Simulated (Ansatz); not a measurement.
LiH: stable or not

It was reached by relaxing an invented guess, and it needn't be the stable form of this composition.

All numbers below come from DFT PBE, scalar-relativistic, plane waves, PAW (Ansatz). Settings of the last relaxation (2-atom cell): 420 eV, 10×10×10 k points, Gaussian smearing of 0.02 eV, no spin polarisation.

```cif
data_structure
_symmetry_space_group_name_H-M 'F-43m'
_symmetry_Int_Tables_number 216
_cell_length_a 4.2884
_cell_length_b 4.2884
_cell_length_c 4.2884
_cell_angle_alpha 90.000
_cell_angle_beta 90.000
_cell_angle_gamma 90.000
_cell_volume 78.86
loop_
_atom_site_label
_atom_site_type_symbol
_atom_site_symmetry_multiplicity
_atom_site_Wyckoff_symbol
_atom_site_fract_x
_atom_site_fract_y
_atom_site_fract_z
_atom_site_occupancy
Li1 Li 4 a 0.00000 0.00000 0.00000 1
H1 H 4 c 0.25000 0.25000 0.25000 1
```

Formation energies are uncorrected and refer to the elements' standard structures at the same level (H₂ as a molecule).

Problem. These tests were run: energy against the elements; phonons on a 4×4×4 q mesh; elastic tensor. What do they show?

Solution.

```tsv
test	result
energy against the elements	−0.369 eV/atom
phonons on a 4×4×4 q mesh	no imaginary mode on the mesh
elastic tensor	least eigenvalue 14 GPa
```

It fails none of these tests. Whether a mixture of other phases lies lower isn't tested here.

With hydrogen, zero-point motion can shift formation energies by some tens of meV/atom. The run for the phonons used a 12×12×12 k mesh. The run for the elastic tensor used a 12×12×12 k mesh.
